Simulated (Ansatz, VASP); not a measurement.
# One calculation of CuO (Tenorite), two programs

```
CELL_PARAMETERS angstrom
2.34465 -1.71340 0.00000
2.34465 1.71340 0.00000
-0.86055 0.00000 5.05944
ATOMIC_POSITIONS crystal
Cu 0.49680 0.00320 0.50000
Cu 0.00320 0.49680 0.00000
O 0.40560 0.57140 0.75370
O 0.57140 0.40560 0.25370
```

Alike in both runs: functional PBEsol; k mesh 8 × 8 × 5; occupations fermi-dirac, width 0.05 eV; no spin polarisation.

|  | VASP | Ansatz |
| --- | --- | --- |
| version | VASP 6.6.1 | Ansatz 0.2.0 |
| potentials or method | VASP PAW PBE potentials, release 64 (Cu, O) | Ansatz PAW |
| plane-wave cutoff (eV) | 520 | 420 |
| valence electrons in the cell | 34 | 50 |
| task | single point | band structure |

Ansatz gave:

* gap on the k mesh at the Fermi level (eV): none
* pressure (GPa): -2.7
* largest component of the traceless stress (GPa): 2.30
* rms of the force components (eV/Å): 0.424

**Question.** Which values does VASP return?

**Answer.** gap on the k mesh at the Fermi level (eV): none; pressure (GPa): -2.0; largest component of the traceless stress (GPa): 1.92; rms of the force components (eV/Å): 0.432.

Atom by atom the forces differ by 0.022 eV/Å (rms over components). A gap of «none» marks a metal or a gap that the smearing closes. The two sets of potentials don't hold the same shells in valence.

Caveats: the run has no spin polarisation, though such a crystal can be magnetic; semilocal functionals often make such compounds metallic where correlation or magnetic order opens a gap, which also shifts bond lengths; the PAW data sets were made with another functional, which shifts forces and pressure a little (VASP); the pressure holds a Pulay correction of +0.8 GPa for the finite cutoff (Ansatz); the PAW data sets come from PBE, with cores solved anew for the run's functional, which leaves a small shift of forces and pressure (Ansatz).
